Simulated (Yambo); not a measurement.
Here is a Yambo 5.3.0 calculation.

File g0w05.in:

```
gw0
dyson
el_el_corr
rim_cut
HF_and_locXC
ppa
em1d
RandQpts= 1000000
RandGvec= 50 RL
EXXRLvcs= 84 Ry
VXCRLvcs= 84 Ry
Chimod= "HARTREE"
% BndsRnXp
 1 | 208 |
%
NGsBlkXp= 15 Ry
% LongDrXp
 1 | 1 | 1 |
%
PPAPntXp= 27.21138 eV
% GbndRnge
 1 | 208 |
%
GTermKind= "BG"
DysSolver= "n"
ExtendOut
% QPkrange
 1 | 1 | 6 | 9 |
 4 | 4 | 6 | 9 |
 19 | 19 | 6 | 9 |
%
```

scf.in

```
&CONTROL
  calculation = 'scf'
  prefix = 'pwscf'
  outdir = './tmp'
  pseudo_dir = './pseudo'
/
&SYSTEM
  ibrav = 0
  A = 2.5539396
  nat = 4
  ntyp = 2
  ecutwfc = 84
  nbnd = 14
  occupations = 'smearing'
  smearing = 'fd'
  degauss = 0.00367493
  force_symmorphic = .true.
/
&ELECTRONS
  conv_thr = 8d-10
  electron_maxstep = 120
  mixing_beta = 0.5
/
ATOMIC_SPECIES
N     14.0070 N.upf
B     10.8100 B.upf
CELL_PARAMETERS alat
   1.0000000007    0.0000000000    0.0000000000
  -0.5000000004    0.8660254044    0.0000000000
   0.0000000000    0.0000000000    1.6550332670
ATOMIC_POSITIONS alat
N     -0.0000000001    0.5773502696    0.2073359476
N      0.5000000004    0.2886751348    1.0348525811
B     -0.0000000001    0.5773502696    0.8270598443
B      0.5000000004    0.2886751348    1.6545764779
K_POINTS automatic
12 12 6 0 0 0
```

Contents of nscf.in:

```
&CONTROL
  calculation = 'nscf'
  prefix = 'pwscf'
  outdir = './tmp'
  pseudo_dir = './pseudo'
/
&SYSTEM
  ibrav = 0
  A = 2.5539396
  nat = 4
  ntyp = 2
  ecutwfc = 84
  nbnd = 208
  occupations = 'fixed'
  force_symmorphic = .true.
/
&ELECTRONS
  conv_thr = 1d-08
  diago_full_acc = .true.
  diago_thr_init = 1d-06
/
ATOMIC_SPECIES
N     14.0070 N.upf
B     10.8100 B.upf
CELL_PARAMETERS alat
   1.0000000007    0.0000000000    0.0000000000
  -0.5000000004    0.8660254044    0.0000000000
   0.0000000000    0.0000000000    1.6550332670
ATOMIC_POSITIONS alat
N     -0.0000000001    0.5773502696    0.2073359476
N      0.5000000004    0.2886751348    1.0348525811
B     -0.0000000001    0.5773502696    0.8270598443
B      0.5000000004    0.2886751348    1.6545764779
K_POINTS automatic
6 6 4 0 0 0
```

Potentials or basis: PseudoDojo 0.4.1 SR PBE standard.

Run with:

```console
$ OMP_NUM_THREADS=1 pw.x -in scf.in > scf.out
$ OMP_NUM_THREADS=1 pw.x -in nscf.in > nscf.out
$ cd tmp/pwscf.save; p2y; mv SAVE ../..; cd ../..
$ OMP_NUM_THREADS=1 yambo
$ mkdir -p g0w05; ln -s $PWD/g0w00/ndb.pp* g0w05/
$ mkdir -p g0w05; ln -s $PWD/g0w00/ndb.RIM g0w05/
$ OMP_NUM_THREADS=1 yambo -F g0w05.in -J g0w05 -C g0w05_out
```

(1) Estimate the quasiparticle gap.

(2) Estimate the least direct quasiparticle gap.

(3) Estimate the band gap of the same states before the correction.

(4) What does it give for the band gap on the k mesh, mean-field level?

(5) Predict the quasiparticle gap at Γ.

Results:

(1) 6.80 eV.

(2) 10.13 eV.

(3) 5.27 eV.

(4) 5.27 eV, indirect (least direct gap 8.32 eV).

(5) 10.35 eV.

Caveat: the k mesh is coarse (spacing up to 0.47 Å⁻¹), so the values aren't converged; this version prints the column dSc/dw multiplied by 27.2; the terminator is approximate in this version, by hundredths of an eV.
